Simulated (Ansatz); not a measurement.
# MgS: the cost of one run

Program: Ansatz 0.2.0. Level of theory: DFT PBE, scalar-relativistic, plane waves, PAW. These are calculated values, not measurements.

## Step 1: The starting structure

It takes space group Fm-3m (No. 225, cubic). The conventional cell has a = 5.203 Å, b = 5.203 Å, c = 5.203 Å, α = 90.00°, β = 90.00°, γ = 90.00°. Mg (site symmetry m-3m) has 6 S at 2.60 Å as nearest neighbours. S (site symmetry m-3m) has 6 Mg at 2.60 Å as nearest neighbours.

As a file:

```cif
data_structure
_symmetry_space_group_name_H-M 'Fm-3m'
_symmetry_Int_Tables_number 225
_cell_length_a 5.2033
_cell_length_b 5.2033
_cell_length_c 5.2033
_cell_angle_alpha 90.000
_cell_angle_beta 90.000
_cell_angle_gamma 90.000
_cell_volume 140.88
loop_
_atom_site_label
_atom_site_type_symbol
_atom_site_symmetry_multiplicity
_atom_site_Wyckoff_symbol
_atom_site_fract_x
_atom_site_fract_y
_atom_site_fract_z
_atom_site_occupancy
Mg1 Mg 4 a 0.00000 0.00000 0.00000 1
S1 S 4 b 0.00000 0.00000 0.50000 1
```

No relaxation comes first: the listed cell is the starting point.

## Step 2: The perfect supercell on the trajectory's mesh

The input, input.yaml:

```yaml
crystal:
  lattice:
    - [5.2033, 0.0, -5.2033]
    - [0.0, 5.2033, -5.2033]
    - [5.2033, 5.2033, 0.0]
  atoms:
    - { symbol: Mg, position: [0.5, 0.5, 0.0] }
    - { symbol: Mg, position: [0.5, 0.5, 0.5] }
    - { symbol: Mg, position: [0.5, 0.0, 0.0] }
    - { symbol: Mg, position: [0.5, 0.0, 0.5] }
    - { symbol: Mg, position: [0.0, 0.5, 0.0] }
    - { symbol: Mg, position: [0.0, 0.5, 0.5] }
    - { symbol: Mg, position: [0.0, 0.0, 0.0] }
    - { symbol: Mg, position: [0.0, 0.0, 0.5] }
    - { symbol: S, position: [0.25, 0.25, 0.75] }
    - { symbol: S, position: [0.25, 0.25, 0.25] }
    - { symbol: S, position: [0.25, 0.75, 0.75] }
    - { symbol: S, position: [0.25, 0.75, 0.25] }
    - { symbol: S, position: [0.75, 0.25, 0.75] }
    - { symbol: S, position: [0.75, 0.25, 0.25] }
    - { symbol: S, position: [0.75, 0.75, 0.75] }
    - { symbol: S, position: [0.75, 0.75, 0.25] }
  symmetry: { detect: false }
basis:
  ecutwfc: 420
kpoints:
  mp_grid: { grid: [2, 2, 2], shift: [0.5, 0.5, 0.5] }
hamiltonian:
  xc: pbe
scf:
  occupations: { method: gaussian, width: 0.1 }
output:
  forces: true
  stress: true
  eigenvalues: true
```

Started as:

```console
$ ansatz run input.yaml --threads 4 --pin off --max-ram 5120MiB --backend cpu --events-out ev --progress --plain --runs-dir out
```

What time and memory should one allow on 4 threads of Intel Xeon 6975P-C (Granite Rapids), shared host?

About 1.4 s, with a peak of 0.73 GiB.
